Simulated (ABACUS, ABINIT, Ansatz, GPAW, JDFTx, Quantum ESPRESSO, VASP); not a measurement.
One calculation of Ir, 8 ways

```
Ir
1.0
     0.00000    1.91560    1.91560
     1.91560    0.00000    1.91560
     1.91560    1.91560    0.00000
Ir
1
Direct
  0.00000 0.00000 0.00000
```

Alike in all runs: task single point; functional PBE; k mesh 12 × 12 × 12; occupations fermi-dirac, width 0.05 eV; no spin polarisation; no spin-orbit coupling. Pressure is positive in compression and, in plane waves, holds the error of the finite cutoff, which Ansatz's Pulay term estimates and takes out.

| program and potentials | plane-wave cutoff (eV) | notes | band gap (eV) | pressure (GPa) |
| --- | --- | --- | --- | --- |
| Ansatz, Ansatz PAW (earlier soft set) | 420 | 17 valence electrons an atom on average; Pulay term of +0.09 GPa included | no gap | 11.07 |
| JDFTx, PseudoDojo-SR-PBE-0.5-standard | 925 | 17 valence electrons an atom on average | no gap | 10.38 |
| VASP, PBE PAW files Ir, 520 eV | 520 | 9 valence electrons an atom on average | no gap | 11.81 |
| Ansatz, all-electron LAPW, scalar-relativistic | - | - | no gap | 11.08 |
| ABINIT, JTH PAW PBE v2.0 | 435 | 15 valence electrons an atom on average | no gap | 10.95 |
| Quantum ESPRESSO, SSSP 1.3 efficiency PBE | 748 | 15 valence electrons an atom on average | no gap | 10.32 |
| ABACUS, PseudoDojo NC SR 0.4.1 PBE standard, plane waves | 925 | 17 valence electrons an atom on average | no gap | 10.39 |
| GPAW, GPAW PAW data sets (gpaw-data 1.2.1) | 600 | 15 valence electrons an atom on average | no gap | 9.85 |

None finds a gap. The pressure spans 9.85 (GPAW, GPAW PAW data sets (gpaw-data 1.2.1)) to 11.81 GPa (VASP, PBE PAW files Ir, 520 eV), with all-electron results at 11.08. The cell lies far from this level's equilibrium.

The functional is the same throughout but for its coding, so the spread measures potentials, basis and numerics; runs on potential files found faulty are left out.

All eight runs describe iridium as a metal under compression. The missing gap follows from the partly filled, broad 5d band crossed by s states; with one atom and an odd number of electrons per cell, a calculation without spin cannot fill every band. The cell is close to the measured fcc lattice, which is nearly stress-free in reality, so the positive pressure probably reflects PBE's tendency to overestimate the lattice constants of late 5d metals. Strong d bonding makes iridium very stiff, and a small error in length thus becomes a large pressure.

The two PseudoDojo runs, at 10.38 and 10.39 GPa, agree across different programs, which suggests that the potentials matter more than the codes. The highest pressure belongs to the only set with 9 valence electrons, where frozen 5p semicore states may contribute, but valence count alone does not order the results: the sets with 15 and 17 electrons overlap. A single volume cannot show whether these offsets reflect different equilibrium volumes or different stiffness.
